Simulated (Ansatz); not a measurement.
An Ansatz run on GaAs (zincblende) left the output below. The geometry is the r2SCAN minimum.

The cell given to it:
```xyz
2
Lattice="0.0000 2.8331 2.8331 2.8331 0.0000 2.8331 2.8331 2.8331 0.0000" Properties=species:S:1:pos:R:3 pbc="T T T"
Ga    0.0000    0.0000    0.0000
As    1.4165    1.4165    1.4165
```

Abridged output:
```
Functional definition: r2SCAN
Crystal: 2 atoms, lattice volume = 45.479 Å³
Basis set: ecut = 500 eV, 1139 PW (Γ)
Bands: 18, of which v1, the nominal top of the filled ones, is band 14 counted from 1 (13 counted from 0)
Symmetry: 24 space group operations
k-points: 46 of 216 (irreducible under 4 space group operations, time reversal used)
preconditioner: auto → none  [insulator: Δε(μ)=0.897 eV  ℏωp=23.4 eV]
SCF 1 converged in 8 iterations: F = -8655.737451 eV  dr2 = 3.96e-11
SCF 1 converged in 5 iterations: F = -8655.756464 eV  dr2 = 5.05e-9
SCF converged after 8 iterations
Free energy (F): -8655.737451 eV
Fermi energy:    7.853978 eV
--- Per-component energies (eV) ---
  E_band       = -333.082794
  E_kinetic    = 218.480988
  E_local      = -3929.085075
  E_nonlocal   = -242.813125
  E_hartree    = 1981.251320
  E_xc         = -136.526478
  E_vxc        = -143.794412
  E_paw        = -3852.146171
  E_vpaw       = -205.878079
  E_vtau       = 7.504394
  E_ewald      = -2692.788388
  E_core_change = -2.110478
--- Dielectric response (ions clamped): 3 representative field directions + reference, inside a basis on a mesh of 512 k-points ---
  ε∞ (high-frequency dielectric tensor):
       11.627847     0.000000     0.000000
        0.000000    11.627847     0.000000
        0.000000     0.000000    11.627847
  Born effective charges Z* (e; rows j = field, columns β = displacement):
    site 0:
         2.14585    0.00000    0.00000
         0.00000    2.14585    0.00000
         0.00000    0.00000    2.14585
    site 1:
        -2.14585    0.00000    0.00000
         0.00000   -2.14585    0.00000
         0.00000    0.00000   -2.14585
  ε∞ is read to err by 3.6e-2, Z* by 1.6e-2 e
```

Q: Which of these blocks stood in the input: relax, gw, phonons, dielectric, magnetization (spin_orbit)?

A: dielectric. A response with clamped ions alone is the dielectric block.

Q: Which k mesh was typed?

A: 6×6×6, Γ-centred.

Q: How were the bands filled?

A: Fixed occupations.

Command: `ansatz run input.yaml --threads 2 --pin off --max-ram 2211MiB --backend cpu --events-out ev --progress --plain --runs-dir out`. It took 53 s on 2 threads of Arm Neoverse V1, on a shared host; peak host memory 0.85 GiB.

No spin polarisation and no zero-point or thermal motion.
